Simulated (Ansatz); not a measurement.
# GaN: the cost of one run

Computed with Ansatz 0.2.0 (DFT PBE, scalar-relativistic, plane waves, PAW, unless a step's input says otherwise).

3 further runs of the same task are left out: 3 set aside as unsound or not needed.

## (1) The system as given

The structure is hexagonal, space group P6_3mc (No. 186). Conventional cell: a = 3.218 Å, b = 3.218 Å, c = 5.243 Å, α = 90.00°, β = 90.00°, γ = 120.00°. Around Ga (site symmetry 3m) lie 4 N at 1.97 to 1.98 Å. Around N (site symmetry 3m) lie 4 Ga at 1.97 to 1.98 Å.

Coordinates:

```cif
data_structure
_symmetry_space_group_name_H-M 'P6_3mc'
_symmetry_Int_Tables_number 186
_cell_length_a 3.2184
_cell_length_b 3.2184
_cell_length_c 5.2432
_cell_angle_alpha 90.000
_cell_angle_beta 90.000
_cell_angle_gamma 120.000
_cell_volume 47.03
loop_
_atom_site_label
_atom_site_type_symbol
_atom_site_symmetry_multiplicity
_atom_site_Wyckoff_symbol
_atom_site_fract_x
_atom_site_fract_y
_atom_site_fract_z
_atom_site_occupancy
Ga1 Ga 2 b 0.66667 0.33333 0.49913 1
N1 N 2 b 0.66667 0.33333 0.87587 1
```

It goes back to an entry of the Materials Project.

It is the result of an earlier relaxation at this level (volume 11.76 Å³/atom; gap on the mesh: 1.71 eV).

The host's static dielectric tensor, from an earlier linear-response run, has a mean of 10.89.

## (2) The perfect supercell

Contents of input.yaml:

```yaml
crystal:
  lattice:
    - [0.0, 0.0, -5.2431684262]
    - [6.4367416346, 1.0e-10, 0.0]
    - [-3.2183708173, -5.5743817732, 0.0]
  atoms:
    - { symbol: Ga, position: [0.5008651352, 0.1666666667, 0.3333333333] }
    - { symbol: Ga, position: [0.5008651352, 0.6666666667, 0.3333333333] }
    - { symbol: Ga, position: [0.5008651352, 0.1666666667, 0.8333333333] }
    - { symbol: Ga, position: [0.5008651352, 0.6666666667, 0.8333333333] }
    - { symbol: Ga, position: [0.0008651352, 0.8333333333, 0.1666666667] }
    - { symbol: Ga, position: [0.0008651352, 0.3333333333, 0.1666666667] }
    - { symbol: Ga, position: [0.0008651352, 0.8333333333, 0.6666666667] }
    - { symbol: Ga, position: [0.0008651352, 0.3333333333, 0.6666666667] }
    - { symbol: "N", position: [0.1241348648, 0.1666666667, 0.3333333333] }
    - { symbol: "N", position: [0.1241348648, 0.6666666667, 0.3333333333] }
    - { symbol: "N", position: [0.1241348648, 0.1666666667, 0.8333333333] }
    - { symbol: "N", position: [0.1241348648, 0.6666666667, 0.8333333333] }
    - { symbol: "N", position: [0.6241348648, 0.8333333333, 0.1666666667] }
    - { symbol: "N", position: [0.6241348648, 0.3333333333, 0.1666666667] }
    - { symbol: "N", position: [0.6241348648, 0.8333333333, 0.6666666667] }
    - { symbol: "N", position: [0.6241348648, 0.3333333333, 0.6666666667] }
basis:
  ecutwfc: 420
  xc_grid: 2
kpoints:
  mp_grid: { grid: [1, 1, 1], shift: [0.0, 0.0, 0.0] }
hamiltonian:
  xc: pbe
scf:
  occupations: { method: gaussian, width: 0.01 }
output:
  forces: true
  stress: true
  eigenvalues: true
```

Launch:

```console
ansatz run input.yaml --threads 4 --pin off --max-ram 8192MiB --backend cpu --events-out ev --progress --plain --runs-dir out
```

**Question.** How long does this run take on 4 threads of Arm Neoverse N1, shared host, and how much memory does it need?

About 1.1 s, with a peak of 0.37 GiB.
